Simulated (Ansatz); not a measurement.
The system is As.

```
As
1.0
     1.88080    1.08588    3.51406
    -1.88080    1.08588    3.51406
     0.00000   -2.17176    3.51406
As
2
Direct
  0.22600 0.22600 0.22600
  0.77400 0.77400 0.77400
```

Program: Ansatz 0.2.0. Alike in all runs: potentials or basis all-electron LAPW, scalar-relativistic; no spin polarisation; cell as given; k mesh 9 × 9 × 9; cutoff (eV) 291; smearing fermi-dirac 0.05 eV; basis error allowed 0.001 eV/atom.

Task: Order these runs on this cell by their pressure, lowest first.
A. level LDA
B. level PBEsol
C. level PBE

Result: A (-1.3 GPa), B (0.3 GPa), C (3.7 GPa).

Not every run made on this cell is shown here.
